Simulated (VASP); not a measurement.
# A VASP 6.6.1 single-point calculation on HfO$_{2}$

INCAR

```
NBANDS = 18
IBRION = -1
GGA = PE
PREC = Accurate
LASPH = .TRUE.
LCHARG = .FALSE.
ISMEAR = -1
NELECT = 23
EDIFF = 1E-7
LREAL = .FALSE.
NELM = 120
NSW = 0
ENCUT = 520
ISIF = 2
SIGMA = 0.02
LWAVE = .FALSE.
```

KPOINTS

```
KPOINTS created by Atomic Simulation Environment
0
Gamma
8 8 8
0 0 0
```

POSCAR

```
Hf O
 1.0000000000000000
    -0.1418349394000000    2.4885146726000000    2.4885146726000000
     2.4885146726000000   -0.1418349394000000    2.4885146726000000
     2.4885146726000000    2.4885146726000000   -0.1418349394000000
 Hf  O
   1   2
Cartesian
  0.0000000000000000  0.0000000000000000  0.0000000000000000
  1.2313548265665535  1.2313548265665535  1.2313548265665535
  3.6038395792334463  3.6038395792334463  3.6038395792334459
```

The recommended PBE PAW datasets give the neutral cell 22 valence electrons.

Command

```
mpirun -np 1 vasp_std
```

Problem. How does this run end, and what does it give?

Solution. It converged. Results: pressure 48.6 GPa; largest force 0.55 eV/Å.

OSZICAR

```
N       E                     dE             d eps       ncg     rms          rms(c)
DAV:   1     0.104833058240E+03    0.10483E+03   -0.12894E+04  2340   0.123E+03
DAV:   2    -0.230320274045E+02   -0.12787E+03   -0.12550E+03  2974   0.298E+02
DAV:   3    -0.273271776036E+02   -0.42952E+01   -0.42283E+01  2744   0.479E+01
DAV:   4    -0.273534638700E+02   -0.26286E-01   -0.26272E-01  2802   0.413E+00
DAV:   5    -0.273536326296E+02   -0.16876E-03   -0.16875E-03  2682   0.310E-01    0.467E+01
DAV:   6    -0.220881782608E+02    0.52655E+01   -0.24193E+01  2380   0.345E+01    0.407E+01
DAV:   7    -0.219859094736E+02    0.10227E+00   -0.88465E-01  2564   0.728E+00    0.288E+01
DAV:   8    -0.219713663331E+02    0.14543E-01   -0.18536E-01  2392   0.408E+00    0.118E+01
DAV:   9    -0.219551028119E+02    0.16264E-01   -0.39801E-02  2504   0.168E+00    0.116E+00
DAV:  10    -0.219551205553E+02   -0.17743E-04   -0.13057E-03  2766   0.281E-01    0.429E-02
DAV:  11    -0.219551355490E+02   -0.14994E-04   -0.53220E-05  2736   0.593E-02    0.111E-01
DAV:  12    -0.219551423967E+02   -0.68478E-05   -0.12532E-05  2452   0.277E-02    0.641E-03
DAV:  13    -0.219551424338E+02   -0.37097E-07   -0.80401E-07  2832   0.697E-03
   1 F= -.21955142E+02 E0= -.21952236E+02  d E =-.581256E-02
```

The cell is charged and sits in a uniform background.

For comparison, a separate PBE run of the intended cell, on usual settings and not on those above, gives a gap of 3.78 eV on its mesh and a pressure of -5.3 GPa.
